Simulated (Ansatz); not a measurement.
**Phases of Hg at 40 GPa**

Structure types of Hg are relaxed in primitive cells with their symmetry kept at 40 GPa, first on PAW files, then by LAPW. The enthalpy is E + pV at zero temperature, without zero-point motion. Only the types listed were tried, and differences under about 5 meV/atom are mesh noise. Not among the end structures: fcc, which may lie lower.

All numbers are PBE results (scalar-relativistic) from Ansatz 0.2.0, with Fermi–Dirac smearing of 0.05 eV, no spin polarisation. Methods: LAPW: all electrons, basis error target 0.5 meV/atom; PAW: frozen-core files, cutoff 420 eV.

k meshes: bcc 16×16×16, hcp 15×15×8, diamond 12×12×12, beta tin 16×16×16, simple hexagonal 16×16×14.

Spin–orbit coupling is left out, which matters for the heavy atoms.

| start type | ends as | a, b, c (Å) | V (Å³/atom) | H − H(lowest), LAPW (meV/atom) |
| --- | --- | --- | --- | --- |
| bcc | bcc, Im-3m | 3.281, 3.281, 3.281 | 17.65 | ? |
| hcp | hcp, P6_3/mmc | 2.890, 2.890, 4.824 | 17.44 | 0.0 |
| diamond | diamond, Fd-3m | 5.717, 5.717, 5.717 | 23.36 | 2003.0 |
| beta tin | beta tin, I4_1/amd | 5.217, 5.217, 2.726 | 18.55 | 281.8 |
| simple hexagonal | simple hexagonal, P6/mmm | 2.802, 2.802, 2.705 | 18.39 | ? |

Question: What belongs in the row "bcc", column "H − H(lowest), LAPW (meV/atom)"?

Answer: 52.8.

Question: Fill in "H − H(lowest), LAPW (meV/atom)" for the row "simple hexagonal".

Answer: 222.6.

Question: Split the lead of hcp over bcc into energy and pV.

Answer: For bcc less hcp: ΔE = +0.4 meV/atom, and p·ΔV = 40 GPa × +0.2100 Å³ × 6.242 meV/(GPa·Å³) = +52.4 meV/atom, together 52.8 meV/atom. hcp wins on both counts.
